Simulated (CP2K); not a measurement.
Crystal: Mg.

```xyz
1
Lattice="3.0923 0.0000 0.0000 -1.2681 2.8203 0.0000 -0.9121 -1.4101 2.5965" Properties=species:S:1:pos:R:3 pbc="T T T"
Mg    0.0000    0.0000    0.0000
```

This isn't the form of Mg at room conditions, which is hcp.

Base run:

- Program: CP2K 2026.2
- Functional: LDA
- Potentials or basis: POTENTIAL_UZH Mg GTH-PBE-q10; TZVP-MOLOPT-PBE-GTH basis
- Density cutoff: 19048 eV
- k mesh: 11 × 11 × 11
- Occupations: fermi-dirac, width 0.05 eV
- Spin: no spin polarisation

Its results: band gap on the k mesh none (metal or under the smearing width); pressure -0.4 GPa.

Problem. The run is repeated on the same cell with these changes: functional from LDA to vdW-DF-cx. What comes out?

Solution. Band gap on the k mesh none (metal or under the smearing width); pressure 1.8 GPa.

Caveats: the potentials were made for another functional, which shifts forces and pressure; the basis of atomic orbitals isn't converged, which shifts pressures, moduli and gaps.
